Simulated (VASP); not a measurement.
# MgB2 (P6/mmm) in VASP: further runs, part 2 of 2

VASP 6.6.1. The steps go on from the part before.

## Step 3: Relaxation of cell and atoms, PBE+D3(BJ)

This run uses another cell than the first one, of 9.68 Å³/atom, 1.096 times its volume.

INCAR

```
PREC     = Accurate       # precision mode
ENCUT    = 600            # plane-wave cutoff, eV
EDIFF    = 1E-6           # SCF threshold, eV
ISMEAR   = 1              # smearing method
SIGMA    = 0.1            # smearing width, eV
LREAL    = F              # projectors in reciprocal space
LASPH    = T              # aspherical terms in the spheres
NELM     = 80             # most SCF steps
ALGO     = Normal         # electronic algorithm
ISIF     = 3              # what is computed and relaxed
LWAVE    = F              # write WAVECAR
LCHARG   = F              # write CHGCAR
GGA      = PE             # functional
IVDW     = 12             # dispersion correction
IBRION   = 2              # ionic algorithm
NSW      = 90             # ionic steps
EDIFFG   = -0.01          # ionic threshold
```

KPOINTS

```
regular mesh
0
Gamma
  15 15 10
```

POSCAR

```
MgB2
1.0
    3.0850000000      0.0000000000      0.0000000000
   -1.5425000000      2.6716883707      0.0000000000
    0.0000000000      0.0000000000      3.5230000000
Mg B
1 2
Direct
    0.0000000000      0.0000000000      0.0000000000
    0.3333333333      0.6666666667      0.5000000000
    0.6666666667      0.3333333333      0.5000000000
```

Potentials or basis: VASP PAW PBE potentials, release 64 (Mg, B).

Launch:

```sh
> cat potpaw_PBE.64/Mg/POTCAR potpaw_PBE.64/B/POTCAR > POTCAR
> mpirun -np 1 vasp_std > vasp.out
```

It took 84 s on 1 thread of Intel Xeon Platinum 8488C (Sapphire Rapids), shared host; peak memory 0.21 GiB.

It converged, with:

* Free energy: -16.1943 eV
* Relaxed volume: 9.29 Å³/atom
* Relaxed cell: a = 3.043 Å, b = 3.043 Å, c = 3.474 Å, α = 90.00°, β = 90.00°, γ = 120.00°
* Space group after relaxing (to 0.05 Å): P6/mmm (No. 191)
* Energy gained by relaxing: 7.8 meV/atom
* Ionic steps: 5
* Pressure after relaxing: 0.0 GPa
* Band gap on the k mesh: none (metal or under the smearing width)
* Dispersion energy per atom: -0.294 eV

Step by step:
```tsv
step	energy change (eV)	largest force (eV/Å)	pressure (GPa)	volume (Å³)
1	0.0000	0.0000	-6.18	29.04
2	-0.0187	0.0000	2.60	27.50
3	-0.0227	0.0000	-0.15	27.94
4	-0.0233	0.0000	-0.02	27.88
5	-0.0233	0.0000	0.02	27.86
```

Final structure:
```yaml
crystal:
  lattice:
    - [3.04321, 0.00000, 0.00000]
    - [-1.52161, 2.63550, 0.00000]
    - [0.00000, 0.00000, 3.47417]
  atoms:
    - { symbol: Mg, position: [0.00000, 0.00000, 0.00000] }
    - { symbol: B, position: [0.33333, 0.66667, 0.50000] }
    - { symbol: B, position: [0.66667, 0.33333, 0.50000] }
```

Levels at points of the mesh, in eV from the Fermi level:
| k point | band 1 | band 2 | band 3 | band 4 | band 5 | band 6 | band 7 | band 8 |
| --- | --- | --- | --- | --- | --- | --- | --- | --- |
| (0.00, 0.00, 0.00) | -12.62 | -2.97 | 0.42 | 0.42 | 1.82 | 6.52 | 6.52 | 8.57 |
| (0.00, 0.00, 0.50) | -11.29 | -7.56 | 0.82 | 0.82 | 6.82 | 6.82 | 8.24 | 10.37 |

Caveat: pairwise dispersion overbinds metals, which lowers pressure and volume.

## Step 4: Relaxation of cell and atoms, PBE+D3(BJ)

This run uses another cell than the first one, of 9.29 Å³/atom, 1.052 times its volume.

Edit INCAR of step 3 so:

```diff
@@ -2,3 +2,3 @@
 ENCUT    = 600            # plane-wave cutoff, eV
-EDIFF    = 1E-6           # SCF threshold, eV
+EDIFF    = 1E-7           # SCF threshold, eV
 ISMEAR   = 1              # smearing method
@@ -16,2 +16,2 @@
 NSW      = 90             # ionic steps
-EDIFFG   = -0.01          # ionic threshold
+EDIFFG   = -0.005         # ionic threshold
```

KPOINTS is that of step 3.

POSCAR

```
MgB2                                    
1.0
    3.0432139051     -0.0000000000      0.0000000000
   -1.5216069526      2.6355005510     -0.0000000000
   -0.0000000000      0.0000000000      3.4741659275
  Mg              B             
     1     2
Direct
     0.0000000000000000    0.0000000000000000    0.0000000000000000
     0.3333333332999970    0.6666666667000030    0.5000000000000000
     0.6666666667000030    0.3333333332999970    0.5000000000000000
```

Launch:

```sh
> cat potpaw_PBE.64/Mg/POTCAR potpaw_PBE.64/B/POTCAR > POTCAR
> mpirun -np 1 vasp_std > vasp.out
```

It took 20 s on 1 thread of Intel Xeon Platinum 8488C (Sapphire Rapids), shared host; peak memory 0.19 GiB.

Results (log left out):

| Quantity | Value |
| --- | --- |
| Free energy | -16.1937 eV |
| Pressure after relaxing | 0.0 GPa |
| Band gap on the k mesh | none (metal or under the smearing width) |
| Dispersion energy per atom | -0.294 eV |

Final structure:
```yaml
crystal:
  lattice:
    - [3.04321, 0.00000, 0.00000]
    - [-1.52161, 2.63550, 0.00000]
    - [0.00000, 0.00000, 3.47417]
  atoms:
    - { symbol: Mg, position: [0.00000, 0.00000, 0.00000] }
    - { symbol: B, position: [0.33333, 0.66667, 0.50000] }
    - { symbol: B, position: [0.66667, 0.33333, 0.50000] }
```

Levels at points of the mesh, in eV from the Fermi level:
| k point | band 1 | band 2 | band 3 | band 4 | band 5 | band 6 | band 7 | band 8 |
| --- | --- | --- | --- | --- | --- | --- | --- | --- |
| (0.00, 0.00, 0.00) | -12.62 | -2.97 | 0.42 | 0.42 | 1.82 | 6.52 | 6.52 | 8.57 |
| (0.00, 0.00, 0.50) | -11.29 | -7.56 | 0.82 | 0.82 | 6.83 | 6.83 | 8.24 | 10.40 |

Caveat: the relaxation stopped at its first step, so nothing moved; pairwise dispersion overbinds metals, which lowers pressure and volume.

## Step 5: Relaxation of cell and atoms, LDA

This run uses another cell than the first one, of 9.68 Å³/atom, 1.096 times its volume.

INCAR

```
SYSTEM = MgB2
PREC = Accurate
ENCUT = 600
EDIFF = 1E-6
ISMEAR = 1
SIGMA = 0.1
LREAL = .FALSE.
LASPH = .TRUE.
NELM = 80
ALGO = Normal
ISIF = 3
LWAVE = .FALSE.
LCHARG = .FALSE.
IBRION = 2
NSW = 90
EDIFFG = -0.01
```

KPOINTS

```
Automatic mesh
0
G
  15 15 10
  0 0 0
```

POSCAR

```
MgB2
1.0
    3.0850000000      0.0000000000      0.0000000000
   -1.5425000000      2.6716883707      0.0000000000
    0.0000000000      0.0000000000      3.5230000000
Mg B
1 2
Direct
    0.0000000000      0.0000000000      0.0000000000
    0.3333333333      0.6666666667      0.5000000000
    0.6666666667      0.3333333333      0.5000000000
```

Potentials or basis: VASP PAW LDA potentials, release 64 (Mg, B).

Launch:

```sh
> cat potpaw_LDA.64/Mg/POTCAR potpaw_LDA.64/B/POTCAR > POTCAR
> mpirun -np 1 vasp_std > vasp.out
```

Wall time 96 s (1 thread of Intel Xeon Platinum 8488C (Sapphire Rapids), shared host); peak memory 0.19 GiB.

Results (log left out):

```yaml
Free_energy: -17.2902 eV
Relaxed_volume: 9.16 Å³/atom
Relaxed_cell: a = 3.029 Å, b = 3.029 Å, c = 3.458 Å, α = 90.00°, β = 90.00°, γ = 120.00°
Space_group_after_relaxing_to_0.05_Å: P6/mmm (No. 191)
Energy_gained_by_relaxing: 13.9 meV/atom
Ionic_steps: 5
Pressure_after_relaxing: 0.0 GPa
Band_gap_on_the_k_mesh: none (metal or under the smearing width)
```

Step by step:
```csv
step,energy change (eV),largest force (eV/Å),pressure (GPa),volume (Å³)
1,0.0000,0.0000,-8.29,29.04
2,-0.0330,0.0000,3.70,26.98
3,-0.0407,0.0000,-0.22,27.58
4,-0.0417,0.0000,-0.03,27.50
5,-0.0418,0.0000,0.01,27.48
```

Final structure:
```
CELL_PARAMETERS angstrom
3.02941 0.00000 0.00000
-1.51470 2.62354 0.00000
0.00000 0.00000 3.45811
ATOMIC_POSITIONS crystal
Mg 0.00000 0.00000 0.00000
B 0.33333 0.66667 0.50000
B 0.66667 0.33333 0.50000
```

Levels at points of the mesh, in eV from the Fermi level:
```csv
k point,band 1,band 2,band 3,band 4,band 5,band 6,band 7,band 8
"(0.00, 0.00, 0.00)",-12.57,-2.98,0.43,0.43,1.85,6.55,6.55,8.87
"(0.00, 0.00, 0.50)",-11.19,-7.62,0.83,0.83,6.86,6.86,8.28,10.36
```

LDA usually gives volumes a few per cent too small. Zero-point motion and thermal expansion aren't in these numbers.

## Step 6: Relaxation of cell and atoms, LDA

This run uses another cell than the first one, of 9.16 Å³/atom, 1.037 times its volume.

Edit INCAR of step 5 so:

```diff
@@ -3,3 +3,3 @@
 ENCUT = 600
-EDIFF = 1E-6
+EDIFF = 1E-7
 ISMEAR = 1
@@ -15,2 +15,2 @@
 NSW = 90
-EDIFFG = -0.01
+EDIFFG = -0.005
```

KPOINTS is that of step 5.

POSCAR

```
MgB2                                    
1.0
    3.0294058618     -0.0000000000      0.0000000000
   -1.5147029309      2.6235424347     -0.0000000000
    0.0000000000     -0.0000000000      3.4581121396
  Mg              B             
     1     2
Direct
     0.0000000000000000    1.0000000000000000    0.0000000000000000
     0.3333333332999970    0.6666666667000030    0.5000000000000000
     0.6666666667000030    0.3333333332999970    0.5000000000000000
```

Potentials or basis: VASP PAW LDA potentials, release 64 (Mg, B).

Launch:

```sh
> cat potpaw_LDA.64/Mg/POTCAR potpaw_LDA.64/B/POTCAR > POTCAR
> mpirun -np 1 vasp_std > vasp.out
```

Run time: 19 s. Hardware: 1 thread of Intel Xeon Platinum 8488C (Sapphire Rapids), shared host; peak memory 0.17 GiB.

Results (log left out):

* Free energy: -17.2895 eV
* Pressure after relaxing: 0.0 GPa
* Band gap on the k mesh: none (metal or under the smearing width)

Final structure:
```
Mg B
1.0
     3.02941    0.00000    0.00000
    -1.51470    2.62354    0.00000
     0.00000    0.00000    3.45811
Mg B
1 2
Direct
  0.00000 0.00000 0.00000
  0.33333 0.66667 0.50000
  0.66667 0.33333 0.50000
```

Levels at points of the mesh, in eV from the Fermi level:
```csv
k point,band 1,band 2,band 3,band 4,band 5,band 6,band 7,band 8
"(0.00, 0.00, 0.00)",-12.57,-2.98,0.43,0.43,1.85,6.55,6.55,8.87
"(0.00, 0.00, 0.50)",-11.19,-7.62,0.83,0.83,6.86,6.86,8.28,10.36
```

Caveat: the relaxation stopped at its first step, so nothing moved.

## Step 7: Overview

| level | potentials or basis | cell | target pressure | gap on the mesh (eV) | pressure (GPa) |
| --- | --- | --- | --- | --- | --- |
| LDA | VASP PAW LDA potentials, release 64 (Mg, B) | relaxed to 6.15 GPa | 6.15 GPa | none | 6.2 |
| PBE+D3(BJ) | VASP PAW PBE potentials, release 64 (Mg, B) | relaxed | - | none | 0.0 |
| LDA | VASP PAW LDA potentials, release 64 (Mg, B) | relaxed | - | none | 0.0 |

Alike in all rows: task relaxation of cell and atoms; no spin polarisation; k mesh 15 × 15 × 10; cutoff (eV) 600; smearing methfessel-paxton 0.1 eV.

Caveats: the relaxation stopped at its first step, so nothing moved; the cell is relaxed towards a set pressure, so the enthalpy falls and the energy may rise (some runs); pairwise dispersion overbinds metals, which lowers pressure and volume (some runs).

Total energies depend on the potentials used, so only differences within one code and one set of settings carry meaning.
